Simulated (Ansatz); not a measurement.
K2S: computed properties

Level of theory: DFT PBE, scalar-relativistic, plane waves, PAW (Ansatz).

Settings: cutoff 420 eV, Γ-centred mesh 6×6×6 on the computed 3-atom cell, Gaussian smearing of 0.02 eV; no spin polarisation.

The structure is relaxed at this level of theory with its symmetry kept.

The structure is cubic, space group Fm-3m (No. 225). Conventional cell: a = 7.461 Å, b = 7.461 Å, c = 7.461 Å, α = 90.00°, β = 90.00°, γ = 90.00°. Around K (site symmetry -43m) lie 4 S at 3.23 Å. S (site symmetry m-3m) has 8 K at 3.23 Å as nearest neighbours.

```json
{
 "Volume per atom": "233.6 bohr³",
 "Formation energy from the elements' standard states (uncorrected)": "-1.077 eV/atom",
 "Kohn–Sham band gap": "2.32 eV, indirect from X to Γ",
 "Löwdin character of the top 1 eV of the valence band": "S 3p 89 %, K 4s 7 %",
 "Löwdin character of the lowest 1 eV of the conduction band": "K 4s 69 %, S 3s 14 %, S 3p 11 %",
 "Electron masses at the edge by Cartesian direction of the standard setting (m_e; degenerate bands sorted by energy; no spin-orbit coupling)": "x: 0.36; y: 0.36; z: 0.36",
 "Hole masses at the edge by Cartesian direction of the standard setting (m_e; degenerate bands sorted by energy; no spin-orbit coupling)": "x: 6.7, 6.7; y: 18, 1.4; z: 18, 1.4",
 "Bulk modulus": "18.3 GPa",
 "Its pressure derivative": "4.4",
 "Electronic dielectric constant xx, yy, zz of the standard setting (independent particles)": "3.5, 3.5, 3.5",
 "Bader charges (e)": "K (2 in the cell) 0.76, S (1 in the cell) -1.52"
}
```

Cost: 12 runs of about 0.88 core-minutes in all, on Intel Xeon Platinum 8375C (Ice Lake) (shared hosts).